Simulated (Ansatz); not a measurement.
# Tantalum, bcc under r²SCAN: from relaxation to bulk modulus, part 1 of 2

The plan for tantalum in the bcc structure: relax it, solve it on a dense k-mesh, switch on spin-orbit coupling, then scale the cell to 7 volumes from 88 to 112 % of the relaxed one and try a fit of the equation of state. The k-meshes are 13×13×13 for the relaxation; 22×22×22 for the dense run; 13×13×13 for spin-orbit coupling; 22×22×22 for the volumes. It starts from a deposited cell (COD).

Program: Ansatz 0.2.0. Level of theory: DFT r2SCAN, plane waves (500 eV) with PAW, scalar-relativistic; PBE-made PAW files. These are calculated values, not measurements.

**1. Starting point**

It takes space group Im-3m (No. 229, cubic). The conventional cell has a = 3.306 Å, b = 3.306 Å, c = 3.306 Å, α = 90.00°, β = 90.00°, γ = 90.00°. Ta (site symmetry m-3m) has 8 Ta at 2.86 Å as nearest neighbours.

As a file:

```xyz
1
Lattice="-1.6529 1.6529 1.6529 1.6529 -1.6529 1.6529 1.6529 1.6529 -1.6529" Properties=species:S:1:pos:R:3 pbc="T T T"
Ta    0.0000    0.0000    0.0000
```

**2. Geometry optimisation**

Contents of input.yaml:

```yaml
crystal:
  lattice:
    - [-1.6529, 1.6529, 1.6529]
    - [1.6529, -1.6529, 1.6529]
    - [1.6529, 1.6529, -1.6529]
  atoms:
    - { symbol: Ta, position: [0.0, 0.0, 0.0] }
hamiltonian:
  xc: r2scan
  pseudopotentials:
    kind: paw
    azcp:
      Ta: "pseudopotentials/Ta.paw.azcp"
basis:
  ecutwfc: 500
  fft_grid_basis: typed
kpoints:
  mp_grid: { grid: [13, 13, 13], shift: [0, 0, 0] }
magnetization:
  spin_polarized: false
scf:
  occupations: { method: fermi_dirac, width: 0.1 }
relax:
  max_steps: 60
  f_tol: 0.01
  cell: {}
```

The program printed:

```text
Engine: ansatz 0.2.0, x86_64-unknown-linux-gnu
Pseudopotentials: kind: paw
Pseudopotential: Ta, paw, valence charge 13, recommended cutoff 500 eV (meta_gga), <dir>
Functional definition: r2SCAN
  parameter k0 = 0.174
  parameter k1 = 0.065
  parameter a1 = 4.9479
  exchange = r2scan_x(k0 = k0, k1 = k1, a1 = a1)
  correlation = r2scan_c
Crystal: 1 atoms, lattice volume = 18.063 Å³
Basis set: ecut = 500 eV, 459 PW (Γ), exchange–correlation on 96×96×96 points (64 copies of the dense FFT grid, shifted against one another)
Bands: 11, of which v1, the nominal top of the filled ones, is band 7 counted from 1 (6 counted from 0)
Symmetry: 48 space group operations
Space group: Im-3m (ITA 229), of the structure as read, at distance tolerance 2.6e-5 Å
k-points: 84 of 2197
Non-local potential: Ta, projectors of the file, l = 0: 3, l = 1: 2, l = 2: 2, l = 3: 1
PAW form: soft (Blöchl's): semilocal exchange-correlation on the pseudo side does not see the compensation charge
PAW frozen core: Ta, regenerated for the run's functional (the file was generated under x = pbe(κ = 0.804, μ = 0.2195149727645171), c = pbe(β = 0.06672455060314922))
PAW one-centre angular grid: Ta, 590 points (default); XC on 160 Gauss nodes
Initial density: superposition of atomic densities (neutral atoms: chi_scale 0, normalization atom), corrected by the library's trained network
Initial wavefunctions: pseudopotential atomic-orbital guess
Functional: x = r2scan, c = r2scan; τ floored in thin density (d = 2e-4 eV/Å³)
SCF iter   1: F=—  HF=-9944.322985 eV  |F-HF|=—  |Δ(HF+E_count)|=         —  Δρ=6.10e-3  dr2=1.66e-3  dr2_τ=1.54e-2  ethr=1.77e-3  ⟨swp⟩=5.5  Hψ=5533  notcnv=0
preconditioner: auto → none  [metal: Δε(μ)=0.054 eV  Ē_g=8.740 eV  σ=0.100 eV  W_gap=0.13  n_scr=0 (ndim 8)  ℏωp=19.5 eV  f_vac=0.000  D(μ)=1.25/eV (n_scr^D=12)]
SCF iter   2: F=—  HF=-9944.340279 eV  |F-HF|=—  |Δ(HF+E_count)|=   1.73e-2  Δρ=3.54e-3  dr2=6.57e-4  dr2_τ=2.34e-4  ethr=1.28e-5  ⟨swp⟩=2.1  Hψ=2200  notcnv=0  defer=1
SCF iter   3: F=—  HF=-9944.341068 eV  |F-HF|=—  |Δ(HF+E_count)|=   7.88e-4  Δρ=3.49e-4  dr2=1.86e-5  dr2_τ=1.33e-5  ethr=5.06e-6  ⟨swp⟩=2.1  Hψ=1342  notcnv=0  defer=1
SCF iter   4: F=—  HF=-9944.341068 eV  |F-HF|=—  |Δ(HF+E_count)|=  2.64e-10  Δρ=1.52e-4  dr2=1.75e-6  dr2_τ=9.72e-7  ethr=1.43e-7  ⟨swp⟩=2.4  Hψ=1402  notcnv=0  defer=1
SCF iter   5: F=—  HF=-9944.341068 eV  |F-HF|=—  |Δ(HF+E_count)|=   7.71e-7  Δρ=9.22e-5  dr2=6.15e-7  dr2_τ=2.69e-7  ethr=1.34e-8  ⟨swp⟩=1.0  Hψ=920  notcnv=0  defer=1
SCF iter   6: F=-9944.341069 eV  HF=-9944.341069 eV  |F-HF|=5.91e-9  |Δ(HF+E_count)|=   2.62e-7  Δρ=1.10e-5  dr2=9.57e-9  dr2_τ=6.71e-9  ethr=7.69e-10  ⟨swp⟩=2.8  Hψ=3461  notcnv=0
SCF 1 converged in 6 iterations: F = -9944.341069 eV  dr2 = 9.57e-9
relax step   1: F+E_penalty+E_count = -9944.34106855 eV  Δ(F+E_penalty+E_count) = +0.000e0 eV  max|allowed force component| = 0.000e0 eV/Å  Δτ_max = 0.0000 Å  P = +0.172 GPa  Ω = 18.063 Å³  (6 SCF iters, dr2 threshold 1.00e-7 eV, accepted)
Crystal: 1 atoms, lattice volume = 18.125 Å³
Initial density: handed on by an earlier stage of this run
Initial wavefunctions: those handed on with the density
iter 1 solved again at ethr=4.00e-8 eV; its pass at ethr=3.10e-3 eV (dr2=5.20e-6 eV) is discarded
SCF iter   1: F=—  HF=-9944.340776 eV  |F-HF|=—  |Δ(HF+E_count)|=         —  Δρ=1.58e-4  dr2=3.96e-6  dr2_τ=1.35e-4  ethr=4.00e-8  ⟨swp⟩=2.7  Hψ=6641  notcnv=0
preconditioner: auto → none  [metal: Δε(μ)=0.044 eV  Ē_g=8.705 eV  σ=0.100 eV  W_gap=0.11  n_scr=0 (ndim 8)  ℏωp=19.5 eV  f_vac=0.000  D(μ)=1.25/eV (n_scr^D=12)]
SCF iter   2: F=—  HF=-9944.340977 eV  |F-HF|=—  |Δ(HF+E_count)|=   2.00e-4  Δρ=5.95e-5  dr2=2.15e-7  dr2_τ=1.48e-7  ethr=3.05e-8  ⟨swp⟩=2.1  Hψ=1500  notcnv=0
SCF iter   3: F=-9944.340977 eV  HF=-9944.340977 eV  |F-HF|=1.87e-7  |Δ(HF+E_count)|=   7.28e-7  Δρ=3.40e-5  dr2=6.88e-8  dr2_τ=1.86e-8  ethr=5.68e-10  ⟨swp⟩=4.8  Hψ=2965  notcnv=0
SCF 2 converged in 3 iterations: F = -9944.340977 eV  dr2 = 6.88e-8
relax step   2: F+E_penalty+E_count = -9944.34097743 eV  Δ(F+E_penalty+E_count) = +9.111e-5 eV  max|allowed force component| = 0.000e0 eV/Å  Δτ_max = 0.0000 Å  P = -0.527 GPa  Ω = 18.125 Å³  energy of the carried Pulay correction = -2.328e-5 eV  (3 SCF iters, dr2 threshold 7.39e-8 eV, rejected (line search))
Crystal: 1 atoms, lattice volume = 18.078 Å³
iter 1 solved again at ethr=2.42e-8 eV; its pass at ethr=3.10e-3 eV (dr2=3.15e-6 eV) is discarded
SCF iter   1: F=—  HF=-9944.340962 eV  |F-HF|=—  |Δ(HF+E_count)|=         —  Δρ=1.16e-4  dr2=2.39e-6  dr2_τ=7.60e-5  ethr=2.42e-8  ⟨swp⟩=2.6  Hψ=6582  notcnv=0
preconditioner: auto → none  [metal: Δε(μ)=0.054 eV  Ē_g=8.729 eV  σ=0.100 eV  W_gap=0.13  n_scr=0 (ndim 8)  ℏωp=19.5 eV  f_vac=0.000  D(μ)=1.25/eV (n_scr^D=12)]
SCF iter   2: F=—  HF=-9944.341070 eV  |F-HF|=—  |Δ(HF+E_count)|=   1.08e-4  Δρ=2.83e-5  dr2=5.40e-8  dr2_τ=7.22e-8  ethr=1.84e-8  ⟨swp⟩=2.1  Hψ=1499  notcnv=0
SCF iter   3: F=—  HF=-9944.341071 eV  |F-HF|=—  |Δ(HF+E_count)|=   1.20e-6  Δρ=1.69e-5  dr2=1.84e-8  dr2_τ=4.22e-9  ethr=4.16e-10  ⟨swp⟩=2.1  Hψ=1351  notcnv=0
SCF iter   4: F=—  HF=-9944.341071 eV  |F-HF|=—  |Δ(HF+E_count)|=   5.22e-8  Δρ=4.83e-7  dr2=1.52e-11  dr2_τ=1.09e-10  ethr=1.41e-10  ⟨swp⟩=2.0  Hψ=1382  notcnv=0
SCF iter   5: F=-9944.341071 eV  HF=-9944.341071 eV  |F-HF|=3.64e-12  |Δ(HF+E_count)|=  7.09e-11  Δρ=1.43e-7  dr2=2.39e-12  dr2_τ=3.16e-13  ethr=1.00e-12  ⟨swp⟩=5.9  Hψ=3630  notcnv=0
SCF 3 converged in 5 iterations: F = -9944.341071 eV  dr2 = 2.39e-12
relax step   3: F+E_penalty+E_count = -9944.34107089 eV  Δ(F+E_penalty+E_count) = -2.340e-6 eV  max|allowed force component| = 0.000e0 eV/Å  Δτ_max = 0.0000 Å  P = -0.000 GPa  Ω = 18.078 Å³  energy of the carried Pulay correction = -5.718e-6 eV  (5 SCF iters, accepted)
Initial wavefunctions: pseudopotential atomic-orbital guess (no wavefunctions were taken with the density)
iter 1 solved again at ethr=2.14e-8 eV; its pass at ethr=3.10e-3 eV (dr2=2.78e-6 eV) is discarded
SCF iter   1: F=—  HF=-9944.341073 eV  |F-HF|=—  |Δ(HF+E_count)|=         —  Δρ=8.19e-7  dr2=1.42e-11  dr2_τ=1.59e-10  ethr=2.14e-8  ⟨swp⟩=3.3  Hψ=8253  notcnv=0
eigensolver tolerance schedule: the retry pair's looser diagonalisation over-reported the residual by 195846.71 of it (diagonalisation noise at an unbounded share of the residual, at the tolerance the schedule requests for it); recorded, not acted on — ethr = c·dr2/N_el stays at c = 1.0e-1
preconditioner: auto → none  [metal: Δε(μ)=0.052 eV  Ē_g=8.728 eV  σ=0.100 eV  W_gap=0.13  n_scr=0 (ndim 8)  ℏωp=19.5 eV  f_vac=0.000  D(μ)=1.25/eV (n_scr^D=12)]
SCF iter   2: F=—  HF=-9944.341073 eV  |F-HF|=—  |Δ(HF+E_count)|=   2.87e-7  Δρ=4.40e-7  dr2=3.91e-12  dr2_τ=5.89e-12  ethr=1.00e-12  ⟨swp⟩=4.7  Hψ=4661  notcnv=0
SCF iter   3: F=-9944.341073 eV  HF=-9944.341073 eV  |F-HF|=3.64e-12  |Δ(HF+E_count)|=  9.09e-12  Δρ=2.47e-8  dr2=5.46e-14  dr2_τ=1.37e-13  ethr=1.00e-12  ⟨swp⟩=3.9  Hψ=3474  notcnv=0
SCF 4 converged in 3 iterations: F = -9944.341073 eV  dr2 = 5.46e-14
relax step   4: F+E_penalty+E_count = -9944.34107320 eV  Δ(F+E_penalty+E_count) = -2.317e-6 eV  max|allowed force component| = 0.000e0 eV/Å  Δτ_max = 0.0000 Å  P = +0.000 GPa  Ω = 18.078 Å³  stress off target by 1.57e-4 GPa  SCF on the basis re-selected at this cell (its energy is not comparable with the rows above)  (3 SCF iters)
basis re-selected at this cell: Δ(F+E_penalty+E_count) = -2.317e-6 eV, ΔP = +0.000 GPa vs the last step (what re-selecting the basis moved, of the pressure what is left beyond the Pulay correction that the steps carried, after the strain that the cell walked since its last selection, with what the two solves' SCF thresholds leave and, on support functions, any second-order correction that the steps lacked; it is no measure of the basis error at this ecutwfc). This SCF's stress stands 1.57e-4 GPa from its target on what of the cell is left free (relax.cell.stress_tol is 5.00e-2 GPa) and its largest allowed force component is 0.00e0 eV/Å (relax.f_tol is 1.00e-2 eV/Å): within both
SCF converged after 3 iterations
Free energy (F): -9944.341073 eV
Harris-Foulkes:  -9944.341073 eV  (|F-HF|=3.64e-12)
Internal energy: -9944.300104 eV  (E = F + TS)
E sigma→0 (E₀):  -9944.320589 eV
Entropy (-TS):   -0.040969 eV (-40.969 meV/atom)
Fermi energy:    18.405682 eV
--- Per-component energies (eV) ---
  E_band       = -117.502785
  E_kinetic    = 366.893787
  E_local      = -549.718675  (includes V_loc(G=0)·N_el)
  E_nonlocal   = 14.960466
  E_hartree    = 190.818046
  E_xc         = -204.382915
  E_vxc        = -222.023179  (∫ρ·V_xc dr)
  E_paw        = -8422.989368  (= ΣΔE_a)
  E_vpaw       = -120.468311  (= ΣTr[D̂ρ^β])
  E_aug_tail   = 0.000086  (compensation charges beyond the density's cutoff)
  E_vtau       = 11.216954  (kinetic-family band-sum trace: ∫τ·v_τ [+ j·A + Jᵃ·Aᵃ] dr)
  E_ewald      = -1339.125251
  E_core_change = -0.756280  (= ΣΔE_core)
  E_smearing   = -0.040969  (= −TS)
  E_closure    = 0.000000  (closes the sum)
  Σ components = -9944.341073   (vs F -9944.341073, Δ=0.00e0)
--- Forces (eV/Å), atoms counted from 1 ---
  atom   1  Ta     0.00000000    -0.00000000     0.00000000
  max |Σ_I F_I| component: 9.66e-32 eV/Å
--- Stress (GPa, compression-positive) ---
        0.000157       0.000000       0.000000
        0.000000       0.000157       0.000000
       -0.000000      -0.000000       0.000157
  P = ⅓ Tr σ = 0.0002 GPa (0.002 kbar)
--- Relaxed structure (3 steps of the walk, 2 accepted, 1 SCFs on fresh bases) ---
  F+E_penalty+E_count = -9944.34107320 eV   max|allowed force component| = 0.000e0 eV/Å   (the final SCF, on the basis selected at the relaxed cell)
  cell:  # Å, volume = 18.0785 Å³
    - [-1.6533592498146563, 1.6533592498146563, 1.6533592498146563]
    - [1.6533592498146563, -1.6533592498146563, 1.6533592498146563]
    - [1.6533592498146563, 1.6533592498146563, -1.6533592498146563]
  atoms:
    - { symbol: Ta, position: [0.0, 0.0, 0.0] }
```

Wall time 18 s (1 thread of an x86-64 CPU, shared host); peak memory 0.56 GiB.

The steps of the relaxation:

| step | energy change (meV/atom) | largest force (eV/Å) | pressure (GPa) | volume (Å³/atom) | accepted |
| --- | --- | --- | --- | --- | --- |
| 1 | 0.00 | 0.0000 | 0.17 | 18.063 | yes |
| 2 | 0.09 | 0.0000 | -0.53 | 18.125 | no |
| 3 | 0.00 | 0.0000 | 0.00 | 18.078 | yes |
| 4 | 0.00 | 0.0000 | 0.00 | 18.078 | yes |

Steps that repeat a cell are solved on a basis chosen anew, so their changes of energy are no gain of the relaxation.

Changes in the cell that was computed:

|  | before | after | change |
| --- | --- | --- | --- |
| a (Å) | 2.863 | 2.864 | +0.0 % |
| b (Å) | 2.863 | 2.864 | +0.0 % |
| c (Å) | 2.863 | 2.864 | +0.0 % |
| volume (Å³/atom) | 18.063 | 18.078 | +0.1 % |
| shortest distance (Å) | 2.863 | 2.864 | +0.0 % |
| space group (spins left aside) | Im-3m | Im-3m | same |

**3. Dense single point**

Contents of input.yaml:

```yaml
crystal:
  lattice:
    - [-1.6533592498, 1.6533592498, 1.6533592498]
    - [1.6533592498, -1.6533592498, 1.6533592498]
    - [1.6533592498, 1.6533592498, -1.6533592498]
  atoms:
    - { symbol: Ta, position: [0.0, 0.0, 0.0] }
hamiltonian:
  xc: r2scan
  pseudopotentials:
    kind: paw
    azcp:
      Ta: "pseudopotentials/Ta.paw.azcp"
basis:
  ecutwfc: 500
  fft_grid_basis: typed
kpoints:
  mp_grid: { grid: [22, 22, 22], shift: [0, 0, 0] }
magnetization:
  spin_polarized: false
scf:
  occupations: { method: fermi_dirac, width: 0.1 }
```

The program printed, shortened:

```text
[...]
[... 3 set-up lines as earlier in the session ...]
[...]
Crystal: 1 atoms, lattice volume = 18.078 Å³
Basis set: ecut = 500 eV, 459 PW (Γ), exchange–correlation on 96×96×96 points (64 copies of the dense FFT grid, shifted against one another)
Bands: 11, of which v1, the nominal top of the filled ones, is band 7 counted from 1 (6 counted from 0)
[... 2 set-up lines as earlier in the session ...]
k-points: 328 of 10648
[...]
SCF iter   1: F=—  HF=-9944.321434 eV  |F-HF|=—  |Δ(HF+E_count)|=         —  Δρ=6.10e-3  dr2=1.69e-3  dr2_τ=1.53e-2  ethr=1.77e-3  ⟨swp⟩=5.5  Hψ=21666  notcnv=0
[...]
SCF iter   6: F=-9944.339414 eV  HF=-9944.339414 eV  |F-HF|=4.32e-9  |Δ(HF+E_count)|=   2.66e-7  Δρ=1.03e-5  dr2=8.51e-9  dr2_τ=5.74e-9  ethr=7.69e-10  ⟨swp⟩=1.0  Hψ=10813  notcnv=0
[...]
SCF converged after 6 iterations
Free energy (F): -9944.339414 eV
[...]
E sigma→0 (E₀):  -9944.318765 eV
Entropy (-TS):   -0.041298 eV (-41.298 meV/atom)
Fermi energy:    18.411961 eV
[...]
```

It took 8.1 s on 1 thread of an x86-64 CPU, shared host; peak memory 0.59 GiB.

**4. A two-component run at the same geometry**

input.yaml: that of step 3 with these lines changed.

```diff
@@ -10,3 +10,3 @@
   pseudopotentials:
-    kind: paw
+    kind: paw_fr
     azcp:
@@ -17,5 +17,6 @@
 kpoints:
-  mp_grid: { grid: [22, 22, 22], shift: [0, 0, 0] }
+  mp_grid: { grid: [13, 13, 13], shift: [0, 0, 0] }
 magnetization:
-  spin_polarized: false
+  noncollinear: true
+  spin_orbit: true
 scf:
```

The program printed, shortened:

```text
[...]
Pseudopotentials: kind: paw_fr
Pseudopotential: Ta, paw_fr, valence charge 13, recommended cutoff 500 eV (meta_gga), <dir>
[... 1 set-up line as earlier in the session ...]
[...]
non-collinear run that drives no moment, with spin-orbit: no starting moment large enough to seed its density (crystal.atoms[].spin), no starting occupations that ask for one, no magnetisation constraint and no magnetic field, so the semilocal B_xc is pinned to zero
Crystal: 1 atoms, lattice volume = 18.078 Å³
Basis set: ecut = 500 eV, 459 PW (Γ), exchange–correlation on 96×96×96 points (64 copies of the dense FFT grid, shifted against one another)
Bands: 22, of which v1, the nominal top of the filled ones, is band 13 counted from 1 (12 counted from 0)
Symmetry: 48 space group operations + 48 with time reversal
Magnetic group: BNS 229.141 (UNI 1643), of the structure as read, at distance tolerance 2.6e-5 Å
k-points: 84 of 2197
Projection manifold: j_resolved (fully-relativistic pseudo-atomic orbitals)
[...]
SCF iter   1: F=—  HF=-9920.413935 eV  |F-HF|=—  |Δ(HF+E_count)|=         —  Δρ=4.00e-2  dr2=2.66e-1  dr2_τ=2.84e-3  dr2_m=0.00e0 (ungated)  ethr=2.02e-3  |M|=0.00e0 ∫|m|=0.00e0 μB  |m|>n=0.0e0 m-floor=0.0e0 τ_xc=0.0e0  β_m=0.30  ⟨swp⟩=1.1  Hψ=6212  notcnv=0
[...]
SCF iter   6: F=-9920.444535 eV  HF=-9920.444535 eV  |F-HF|=2.65e-8  |Δ(HF+E_count)|=   1.94e-6  Δρ=1.51e-5  dr2=9.37e-9  dr2_τ=6.39e-9  dr2_m=0.00e0 (ungated)  ethr=7.69e-10  |M|=0.00e0 ∫|m|=0.00e0 μB  |m|>n=0.0e0 m-floor=0.0e0 τ_xc=0.0e0  ⟨swp⟩=3.0  Hψ=2221  notcnv=0
[...]
SCF converged after 6 iterations
Magnetization: |M| = 0.0000 μB,  M = (+0.0000, +0.0000, +0.0000) μB
Absolute magnetization: 0.0000 μB (∫|m|)
  site 0: m = (+0.0000, +0.0000, +0.0000) μB, |m| = 0.0000 μB  (R = 1.18 Å)
Free energy (F): -9920.444535 eV
[...]
E sigma→0 (E₀):  -9920.423568 eV
Entropy (-TS):   -0.041935 eV (-41.935 meV/atom)
Fermi energy:    18.378258 eV
[...]
```

It took 11 s on 1 thread of an x86-64 CPU, shared host; peak memory 0.56 GiB.

Side by side:

|  | scalar-relativistic | with spin-orbit coupling |
| --- | --- | --- |
| k-mesh | 22×22×22 | 13×13×13 |
| gap on the mesh | none (levels filled in part) | none (levels filled in part) |

The meshes differ, so small differences between the columns need not come from spin-orbit coupling.

**5. The cell scaled to 88 % of its volume**

Contents of input.yaml:

```yaml
crystal:
  lattice:
    - [-1.5843876681, 1.5843876681, 1.5843876681]
    - [1.5843876681, -1.5843876681, 1.5843876681]
    - [1.5843876681, 1.5843876681, -1.5843876681]
  atoms:
    - { symbol: Ta, position: [0.0, 0.0, 0.0] }
hamiltonian:
  xc: r2scan
  pseudopotentials:
    kind: paw
    azcp:
      Ta: "pseudopotentials/Ta.paw.azcp"
basis:
  ecutwfc: 500
  fft_grid_basis: typed
kpoints:
  mp_grid: { grid: [22, 22, 22], shift: [0, 0, 0] }
magnetization:
  spin_polarized: false
scf:
  occupations: { method: fermi_dirac, width: 0.1 }
output:
  stress: true
```

The program printed, shortened:

```text
[...]
[... 3 set-up lines as earlier in the session ...]
[...]
Crystal: 1 atoms, lattice volume = 15.909 Å³
Basis set: ecut = 500 eV, 381 PW (Γ), exchange–correlation on 96×96×96 points (64 copies of the dense FFT grid, shifted against one another)
Bands: 11, of which v1, the nominal top of the filled ones, is band 7 counted from 1 (6 counted from 0)
[... 1 set-up line as earlier in the session ...]
Space group: Im-3m (ITA 229), of the structure as read, at distance tolerance 2.5e-5 Å
k-points: 328 of 10648
[...]
SCF iter   1: F=—  HF=-9944.114239 eV  |F-HF|=—  |Δ(HF+E_count)|=         —  Δρ=7.32e-3  dr2=3.43e-3  dr2_τ=2.42e-2  ethr=1.77e-3  ⟨swp⟩=5.6  Hψ=21561  notcnv=0
[...]
SCF iter   6: F=-9944.142118 eV  HF=-9944.142118 eV  |F-HF|=9.00e-10  |Δ(HF+E_count)|=   4.54e-8  Δρ=3.67e-6  dr2=9.37e-10  dr2_τ=2.50e-10  ethr=5.84e-10  ⟨swp⟩=2.7  Hψ=12984  notcnv=0
[...]
SCF converged after 6 iterations
Free energy (F): -9944.142118 eV
[...]
E sigma→0 (E₀):  -9944.124000 eV
Entropy (-TS):   -0.036236 eV (-36.236 meV/atom)
Fermi energy:    21.266555 eV
[...]
--- Stress (GPa, compression-positive) ---
       32.206912       0.000000      -0.000000
       -0.000000      32.206912       0.000000
       -0.000000       0.000000      32.206912
  P = ⅓ Tr σ = 32.2069 GPa (322.069 kbar)
```

Run time: 13 s. Hardware: 1 thread of an x86-64 CPU, shared host; peak memory 0.62 GiB.

**6. The cell scaled to 92 % of its volume**

input.yaml: that of step 5 with these lines changed.

```diff
@@ -2,5 +2,5 @@
   lattice:
-    - [-1.5843876681, 1.5843876681, 1.5843876681]
-    - [1.5843876681, -1.5843876681, 1.5843876681]
-    - [1.5843876681, 1.5843876681, -1.5843876681]
+    - [-1.6080387321, 1.6080387321, 1.6080387321]
+    - [1.6080387321, -1.6080387321, 1.6080387321]
+    - [1.6080387321, 1.6080387321, -1.6080387321]
   atoms:
```

The program printed, shortened:

```text
[...]
[... 3 set-up lines as earlier in the session ...]
[...]
Crystal: 1 atoms, lattice volume = 16.632 Å³
Basis set: ecut = 500 eV, 429 PW (Γ), exchange–correlation on 96×96×96 points (64 copies of the dense FFT grid, shifted against one another)
Bands: 11, of which v1, the nominal top of the filled ones, is band 7 counted from 1 (6 counted from 0)
[... 2 set-up lines as earlier in the session ...]
k-points: 328 of 10648
[...]
SCF iter   1: F=—  HF=-9944.233272 eV  |F-HF|=—  |Δ(HF+E_count)|=         —  Δρ=6.70e-3  dr2=2.35e-3  dr2_τ=2.03e-2  ethr=1.77e-3  ⟨swp⟩=5.6  Hψ=21585  notcnv=0
[...]
SCF iter   6: F=-9944.257607 eV  HF=-9944.257607 eV  |F-HF|=5.33e-10  |Δ(HF+E_count)|=   6.16e-9  Δρ=2.83e-6  dr2=6.88e-10  dr2_τ=4.93e-11  ethr=4.61e-11  ⟨swp⟩=1.7  Hψ=11391  notcnv=0
[...]
SCF converged after 6 iterations
Free energy (F): -9944.257607 eV
[...]
E sigma→0 (E₀):  -9944.238369 eV
Entropy (-TS):   -0.038476 eV (-38.476 meV/atom)
Fermi energy:    20.235185 eV
[...]
--- Stress (GPa, compression-positive) ---
       19.383343       0.000000       0.000000
        0.000000      19.383343       0.000000
       -0.000000       0.000000      19.383343
  P = ⅓ Tr σ = 19.3833 GPa (193.833 kbar)
```

Wall time 12 s (1 thread of an x86-64 CPU, shared host); peak memory 0.61 GiB.

**7. The cell scaled to 96 % of its volume**

input.yaml: that of step 6 with these lines changed.

```diff
@@ -2,5 +2,5 @@
   lattice:
-    - [-1.6080387321, 1.6080387321, 1.6080387321]
-    - [1.6080387321, -1.6080387321, 1.6080387321]
-    - [1.6080387321, 1.6080387321, -1.6080387321]
+    - [-1.631013818, 1.631013818, 1.631013818]
+    - [1.631013818, -1.631013818, 1.631013818]
+    - [1.631013818, 1.631013818, -1.631013818]
   atoms:
```

The program printed, shortened:

```text
[...]
[... 3 set-up lines as earlier in the session ...]
[...]
Crystal: 1 atoms, lattice volume = 17.355 Å³
Basis set: ecut = 500 eV, 429 PW (Γ), exchange–correlation on 96×96×96 points (64 copies of the dense FFT grid, shifted against one another)
Bands: 11, of which v1, the nominal top of the filled ones, is band 7 counted from 1 (6 counted from 0)
[... 2 set-up lines as earlier in the session ...]
k-points: 328 of 10648
[...]
SCF iter   1: F=—  HF=-9944.299373 eV  |F-HF|=—  |Δ(HF+E_count)|=         —  Δρ=6.32e-3  dr2=1.84e-3  dr2_τ=1.74e-2  ethr=1.77e-3  ⟨swp⟩=5.5  Hψ=21591  notcnv=0
[...]
SCF iter   6: F=-9944.320405 eV  HF=-9944.320405 eV  |F-HF|=1.48e-8  |Δ(HF+E_count)|=   9.48e-8  Δρ=1.46e-5  dr2=1.64e-8  dr2_τ=7.46e-9  ethr=7.69e-10  ⟨swp⟩=4.8  Hψ=11537  notcnv=0
[...]
SCF converged after 6 iterations
Free energy (F): -9944.320405 eV
[...]
E sigma→0 (E₀):  -9944.300343 eV
Entropy (-TS):   -0.040124 eV (-40.124 meV/atom)
Fermi energy:    19.286356 eV
[...]
--- Stress (GPa, compression-positive) ---
        8.770185       0.000000       0.000000
        0.000000       8.770185       0.000000
        0.000000      -0.000000       8.770185
  P = ⅓ Tr σ = 8.7702 GPa (87.702 kbar)
```

Wall time 12 s (1 thread of an x86-64 CPU, shared host); peak memory 0.61 GiB.

(Continued in part 2 of 2.)
